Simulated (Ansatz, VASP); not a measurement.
# One calculation of Ba, two programs

```
CELL_PARAMETERS angstrom
1.95500 -3.65000 0.00000
1.95500 3.65000 0.00000
0.00000 0.00000 5.70000
ATOMIC_POSITIONS crystal
Ba 0.00000 0.00000 0.00000
```

This isn't the form of Ba at room conditions, which is bcc.

Alike in both runs: task single point; functional r2SCAN; k mesh 6 × 6 × 4; occupations gaussian, width 0.1 eV; no spin polarisation.

|  | VASP | Ansatz |
| --- | --- | --- |
| version | VASP 6.6.1 | Ansatz 0.2.0 |
| potentials or method | VASP PAW PBE potentials, release 64 (Ba_sv) | scalar-relativistic, plane waves, PAW |
| plane-wave cutoff (eV) | 520 | 500 |
| valence electrons in the cell | 10 | 10 |

```tsv
	VASP	Ansatz	Ansatz less VASP
gap on the k mesh at the Fermi level (eV)	none	none	-
pressure (GPa)	0.8	0.7	-0.08
largest component of the traceless stress (GPa)	3.07	3.02	-0.047
```

A gap of «none» marks a metal or a gap that the smearing closes.

Caveats: the PAW data sets were made with another functional, which shifts forces and pressure a little (VASP). The runs have no spin-orbit coupling, so splittings on Ba are missing.
